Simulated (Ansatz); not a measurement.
# SnO (P4/nmm) in Ansatz: further runs

One crystal, SnO, is run at these levels: PBE, LDA; tasks: band structure.

All numbers are computed with Ansatz 0.2.0; they aren't measurements. Logs are shortened: lines on timing, memory, paths and dates and some standing lists are left out, and cuts for length are marked.

### Step 1. Starting point

Symmetry: P4/nmm, No. 129, tetragonal system. The conventional cell has a = 3.814 Å, b = 3.814 Å, c = 4.887 Å, α = 90.00°, β = 90.00°, γ = 90.00°. Sn (site symmetry 4mm) is surrounded by 4 O at 2.23 Å. Around O (site symmetry -4m2) lie 4 Sn at 2.23 Å.

The cell is a database's computed one.

### Step 2. Band structure, PBE

Contents of input.yaml:

```yaml
crystal:
  lattice:
    - [3.81369522, 0.0, 0.0]
    - [0.0, 3.81369522, 0.0]
    - [0.0, 0.0, 4.8869133]
  atoms:
    - { symbol: Sn, position: [0.5, 0.0, 0.76462614] }
    - { symbol: Sn, position: [0.0, 0.5, 0.23537386] }
    - { symbol: O, position: [0.0, 0.0, 0.0] }
    - { symbol: O, position: [0.5, 0.5, 0.0] }
kpoints:
  mp_grid: { grid: [7, 7, 6] }
  band_path:
    path:
      - [0.0, 0.0, 0.0]
      - [0.0, 0.5, 0.0]
      - [0.5, 0.5, 0.0]
      - [0.0, 0.0, 0.0]
      - [0.0, 0.0, 0.5]
      - [0.0, 0.5, 0.5]
      - [0.5, 0.5, 0.5]
      - [0.0, 0.0, 0.5]
    npoints: 10
scf:
  occupations: { method: fermi_dirac, width: 0.05 }
hamiltonian:
  xc: pbe
  pseudopotentials: { kind: all_electron, lapw: { basis_error: 0.002 } }
output:
  forces: true
  stress: true
  eigenvalues: true
```

Potentials or basis: all-electron LAPW, scalar-relativistic.

On the command line:

```
ansatz run input.yaml --threads 2 --pin off --max-ram 6144MiB --backend cpu --events-out ev --progress --plain --runs-dir out
```

The log of the run:

```text
Warning: RAYON_NUM_THREADS=2 ignored (pool sized by the plan → 2); use --threads N
LAPW: plane waves up to 9.142 Å⁻¹, error target 2.0e-3 eV per atom; small_component_spin mean_spin; O in spheres of 0.985 Å, 8 of its electrons in bands, Dirac shells []; Sn in spheres of 1.242 Å, 22 of its electrons in bands, Dirac shells [] (how accurate: hamiltonian.pseudopotentials.lapw.basis_error, Limitations)
Engine: ansatz 0.2.0, x86_64-unknown-linux-gnu
Pseudopotentials: kind: all_electron
Pseudopotential: Sn, LAPW, valence charge 22, lapw/all_electron/scalar/gaussian/Sn, Koelling and Harmon's equation, gaussian nucleus
Pseudopotential: O, LAPW, valence charge 8, lapw/all_electron/scalar/gaussian/O, Koelling and Harmon's equation, gaussian nucleus
Functional definition: PBE
  parameter kappa = 0.804
  parameter beta = 0.06672455060314922
  exchange = pbe_x(kappa = kappa, mu = beta*pi^2/3)
  correlation = pbe_c(beta = beta)
Crystal: 4 atoms, lattice volume = 71.077 Å³
Basis set: ecut = 318.4561984711656 eV, 911 PW (Γ), exchange–correlation at level 2
Bands: 36, of which v1, the nominal top of the filled ones, is band 30 counted from 1 (29 counted from 0)
Symmetry: 16 space group operations
Space group: P4/nmm (ITA 129), of the structure as read, at distance tolerance 4.1e-5 Å
k-points: 40 of 294
Non-local potential: Sn, projectors of the file, none
Non-local potential: O, projectors of the file, none
Initial density: superposition of atomic densities (chi_scale 0.1, normalization cell, long waves kept (reshape's long-wave potential 0.23 eV rms))
Initial wavefunctions: plane waves of lowest kinetic energy (no species holds an atomic orbital)
Functional: x = pbe(κ = 0.804, μ = 0.2195149727645171), c = pbe(β = 0.06672455060314922)
iter 1 solved again at ethr=1.27e-2 eV; its pass at ethr=1.00e-1 eV (dr2=7.62e0 eV) is discarded
SCF iter   1: F=—  HF=-340279.409798 eV  |F-HF|=—  |Δ(HF+E_count)|=         —  Δρ=8.74e-2  dr2=7.61e0  ethr=1.27e-2  ⟨swp⟩=2.0  Hψ=9278  notcnv=0
preconditioner: auto → Resta (q_TF=auto, 2.652 Å⁻¹)  ε∞=3.1  [insulator: Δε(μ)=1.359 eV  Ē_g=19.335 eV  σ=0.050 eV  W_gap=1.00  n_scr=20 (ndim 8)  ℏωp=27.9 eV  f_vac=0.015  D(μ)=0.00/eV (n_scr^D=0)  ε∞_Penn≈3.1]
iter 2 solved again at ethr=8.32e-4 eV; its pass at ethr=1.27e-2 eV (dr2=4.99e-1 eV) is discarded
SCF iter   2: F=—  HF=-340276.413557 eV  |F-HF|=—  |Δ(HF+E_count)|=    3.00e0  Δρ=2.38e-2  dr2=4.99e-1  ethr=8.32e-4  ⟨swp⟩=2.0  Hψ=7644  notcnv=0  defer=1
preconditioner: auto → Kerker (q_TF=auto, 2.652 Å⁻¹)  [metal: Δε(μ)=0.022 eV  Ē_g=18.984 eV  σ=0.050 eV  W_gap=0.11  n_scr=20 (ndim 8)  ℏωp=27.9 eV  f_vac=0.028  D(μ)=0.35/eV (n_scr^D=0)]
SCF iter   3: F=—  HF=-340275.770848 eV  |F-HF|=—  |Δ(HF+E_count)|=   6.43e-1  Δρ=2.34e-2  dr2=5.30e-1  ethr=8.32e-4  ⟨swp⟩=3.0  Hψ=4805  notcnv=0
SCF iter   4: F=—  HF=-340275.711649 eV  |F-HF|=—  |Δ(HF+E_count)|=         —  Δρ=4.99e-3  dr2=1.94e-2  ethr=8.32e-4  ⟨swp⟩=2.6  Hψ=4270  notcnv=0
the basis was enlarged: its passes take 466.0 KiB over the memory plan, 2 of 2 planned eigensolver slots
SCF iter   5: F=—  HF=-340275.711102 eV  |F-HF|=—  |Δ(HF+E_count)|=   5.47e-4  Δρ=2.43e-3  dr2=4.22e-3  ethr=3.23e-5  ⟨swp⟩=2.0  Hψ=4233  notcnv=0
SCF iter   6: F=—  HF=-340275.708162 eV  |F-HF|=—  |Δ(HF+E_count)|=   2.94e-3  Δρ=9.30e-4  dr2=9.45e-4  ethr=7.04e-6  ⟨swp⟩=3.0  Hψ=4409  notcnv=0
SCF iter   7: F=—  HF=-340275.708550 eV  |F-HF|=—  |Δ(HF+E_count)|=   3.88e-4  Δρ=4.66e-4  dr2=2.48e-4  ethr=1.57e-6  ⟨swp⟩=2.4  Hψ=4109  notcnv=0
SCF iter   8: F=—  HF=-340275.708839 eV  |F-HF|=—  |Δ(HF+E_count)|=   2.89e-4  Δρ=3.86e-4  dr2=1.56e-4  ethr=4.14e-7  ⟨swp⟩=3.0  Hψ=4410  notcnv=0
SCF iter   9: F=—  HF=-340275.708812 eV  |F-HF|=—  |Δ(HF+E_count)|=   2.70e-5  Δρ=1.94e-4  dr2=4.38e-5  ethr=2.60e-7  ⟨swp⟩=2.0  Hψ=4081  notcnv=0
SCF iter  10: F=—  HF=-340275.708803 eV  |F-HF|=—  |Δ(HF+E_count)|=   9.03e-6  Δρ=4.13e-5  dr2=2.29e-6  ethr=7.31e-8  ⟨swp⟩=2.1  Hψ=4089  notcnv=0
SCF iter  11: F=-340275.708803 eV  HF=-340275.708803 eV  |F-HF|=2.63e-8  |Δ(HF+E_count)|=   5.35e-7  Δρ=5.10e-6  dr2=4.85e-8  ethr=3.82e-9  ⟨swp⟩=2.4  Hψ=4102  notcnv=0
SCF 1 converged in 11 iterations: F = -340275.708803 eV  dr2 = 4.85e-8
NSCF: frozen V_eff on 71 k-points
SCF converged after 11 iterations
Free energy (F): -340275.708803 eV
Harris-Foulkes:  -340275.708803 eV  (|F-HF|=2.63e-8)
Internal energy: -340275.708511 eV  (E = F + TS)
E sigma→0 (E₀):  -340275.708657 eV
Entropy (-TS):   -0.000291 eV (-0.073 meV/atom)
Fermi energy:    12.235372 eV
--- Per-component energies (eV) ---
  E_band       = -3426.891592
  E_kinetic    = 357660.645913
  E_xc         = -9462.197700
  E_electrostatic = -688474.156724  (all electrons and nuclei)
  E_smearing   = -0.000291  (= −TS)
  E_closure    = 0.000000  (closes the sum)
  E_atoms      = -340253.027698  (free atoms, spherical and without spin; not in F)
  Σ components = -340275.708803   (vs F -340275.708803, Δ=0.00e0)
  Basis errors (estimates in eV, not in F): energy 8.7e-4 per atom: plane waves 7.9e-4 (4.7e-4 summed), levels above the bands 4.9e-59, relativity 1.5e-7, radial functions 7.9e-5, core shells 1.5e-6; eigenvalues (radial functions only) 1.2e-5; not estimated: angular momenta, meshes, grids; target (lapw.basis_error) 2.0e-3; muffin-tin radii O 0.985 Å, Sn 1.242 Å
--- Forces (eV/Å), atoms counted from 1 ---
  atom   1  Sn     0.00000000     0.00000000    -0.36730664
  atom   2  Sn     0.00000000     0.00000000     0.36730664
  atom   3  O     -0.00000000     0.00000000     0.00000000
  atom   4  O     -0.00000000     0.00000000     0.00000000
  max |Σ_I F_I| component: 2.60e-18 eV/Å
--- Stress (GPa, compression-positive) ---
        3.877071       0.000000       0.000000
        0.000000       3.877071       0.000000
        0.000000       0.000000       2.950898
  P = ⅓ Tr σ = 3.5683 GPa (35.683 kbar)
--- Band table (eV; the first three rows and the last of 40) ---
  k-point 0: bands = ["-494.3975", "-494.3975", "-117.4113", "-117.4112", "-73.2190", "-73.2190", "-73.2186", "-73.2186", "-73.1751", "-73.1742", "-9.9626", "-9.5304", "-9.5293", "-9.5293", "-9.4880", "-9.4767", "-9.4345", "-9.4302", "-9.4069", "-9.4069", "-8.1399", "-5.5137", "4.4036", "5.4291", "5.8131", "5.8131", "8.5879", "8.8868", "8.8868", "12.0545", "14.1329", "16.3401", "16.7786", "16.7786", "17.7282", "17.7282"]
  k-point 1: bands = ["-494.3975", "-494.3975", "-117.4113", "-117.4112", "-73.2190", "-73.2190", "-73.2186", "-73.2186", "-73.1750", "-73.1743", "-9.9591", "-9.5340", "-9.5235", "-9.5235", "-9.4852", "-9.4736", "-9.4373", "-9.4332", "-9.4133", "-9.4133", "-8.1315", "-5.5139", "3.7813", "5.8385", "5.8385", "6.3266", "8.5718", "8.8833", "8.8833", "11.7821", "13.8667", "16.0517", "16.0517", "16.4187", "18.6113", "18.6113"]
  k-point 2: bands = ["-494.3975", "-494.3975", "-117.4113", "-117.4112", "-73.2190", "-73.2190", "-73.2186", "-73.2186", "-73.1749", "-73.1744", "-9.9517", "-9.5415", "-9.5094", "-9.5094", "-9.4783", "-9.4651", "-9.4442", "-9.4414", "-9.4288", "-9.4288", "-8.1147", "-5.5142", "3.1691", "5.8906", "5.8906", "7.7339", "8.5403", "8.8753", "8.8753", "10.8461", "13.7295", "15.3392", "15.3392", "16.0447", "19.3547", "19.6677"]
  k-point 39: bands = ["-494.3975", "-494.3975", "-117.4113", "-117.4113", "-73.2192", "-73.2191", "-73.2188", "-73.2188", "-73.1746", "-73.1746", "-9.8789", "-9.8640", "-9.5012", "-9.4961", "-9.4726", "-9.4711", "-9.4355", "-9.4343", "-9.4064", "-9.4057", "-6.4928", "-6.3593", "3.1551", "3.3020", "6.2677", "6.5851", "9.3010", "9.4849", "9.5188", "9.5762", "14.4558", "14.6291", "15.4911", "16.2393", "17.5748", "18.1911"]
```

Wall time 23 s (2 threads of Intel Xeon Platinum 8488C (Sapphire Rapids), shared host); peak memory 0.5 GiB.

Results:

```
Free energy             : -340275.7088 eV
Pressure                : 3.6 GPa
Largest force           : 0.367 eV/Å
Band gap on the k mesh  : 0.37 eV, indirect (least direct gap 2.08 eV)
Band gap along the path : 0.14 eV, indirect (least direct gap 2.05 eV)
```

Forces in eV/Å, atoms in the order of the input:
```
Sn   0.000  0.000 -0.367
Sn   0.000  0.000  0.367
O    0.000  0.000  0.000
O    0.000  0.000  0.000
```

Levels at the corners of the path, in eV from the valence-band top:
```csv
point,band 26,band 27,band 28,band 29,band 30,band 31,band 32,band 33,band 34,band 35
Γ,-6.25,-3.47,-3.17,-3.17,0.00,2.07,4.28,4.72,4.72,5.67
X,-4.99,-4.83,-4.83,-2.68,-2.68,3.14,3.14,5.91,5.91,5.94
M,-5.12,-2.51,-2.51,-1.90,-1.90,0.14,0.14,4.47,4.47,7.13
Γ,-6.25,-3.47,-3.17,-3.17,0.00,2.07,4.28,4.72,4.72,5.67
Z,-3.53,-3.20,-3.19,-3.19,-2.22,1.72,3.02,3.02,3.69,7.84
R,-5.43,-4.80,-4.80,-1.75,-1.75,2.54,2.54,5.45,5.45,6.63
A,-5.55,-2.65,-2.65,-2.51,-2.51,2.36,2.36,3.96,3.96,5.58
Z,-3.53,-3.20,-3.19,-3.19,-2.22,1.72,3.02,3.02,3.69,7.84
```

Caveat: spin-orbit coupling is left out, which moves the levels of the heavy elements; the mesh misses the band edges, which the band path finds closer together. As with any semilocal functional, this PBE gap is likely too small.

### Step 3. Band structure, LDA

input.yaml: that of step 2 with these lines changed.

```diff
@@ -26,3 +26,3 @@
 hamiltonian:
-  xc: pbe
+  xc: lda
   pseudopotentials: { kind: all_electron, lapw: { basis_error: 0.002 } }
```

Potentials or basis: all-electron LAPW, scalar-relativistic.

On the command line:

```
ansatz run input.yaml --threads 2 --pin off --max-ram 6144MiB --backend cpu --events-out ev --progress --plain --runs-dir out
```

Run time: 22 s. Hardware: 2 threads of Intel Xeon Platinum 8488C (Sapphire Rapids), shared host; peak memory 0.49 GiB.

Results (log left out):

```
Free energy             : -339962.5579 eV
Pressure                : -3.3 GPa
Largest force           : 0.236 eV/Å
Band gap on the k mesh  : 0.46 eV, indirect (least direct gap 2.01 eV)
Band gap along the path : 0.22 eV, indirect (least direct gap 2.00 eV)
```

Forces in eV/Å, atoms in the order of the input:
```
Sn   0.000  0.000  0.236
Sn   0.000  0.000 -0.236
O    0.000  0.000  0.000
O    0.000  0.000  0.000
```

Stress tensor (GPa, compression positive):
```
-3.47  0.00  0.00
 0.00 -3.47  0.00
 0.00  0.00 -2.97
```

Levels at the corners of the path, in eV from the valence-band top:
```
point  band 26  band 27  band 28  band 29  band 30  band 31  band 32  band 33  band 34  band 35
    Γ    -6.19    -3.37    -3.08    -3.08    -0.01     2.07     4.18     4.78     4.78     5.59
    X    -4.93    -4.76    -4.76    -2.59    -2.59     3.13     3.13     5.88     5.88     5.92
    M    -5.06    -2.40    -2.40    -1.85    -1.85     0.22     0.22     4.45     4.45     7.10
    Γ    -6.19    -3.37    -3.08    -3.08    -0.01     2.07     4.18     4.78     4.78     5.59
    Z    -3.43    -3.19    -3.09    -3.09    -2.10     1.58     3.03     3.03     3.71     7.82
    R    -5.37    -4.72    -4.72    -1.66    -1.66     2.56     2.56     5.45     5.45     6.55
    A    -5.49    -2.61    -2.61    -2.40    -2.40     2.46     2.46     3.95     3.95     5.56
    Z    -3.43    -3.19    -3.09    -3.09    -2.10     1.58     3.03     3.03     3.71     7.82
```

Caveat: spin-orbit coupling is left out, which moves the levels of the heavy elements; the mesh misses the band edges, which the band path finds closer together. As with any semilocal functional, this LDA gap is likely too small.
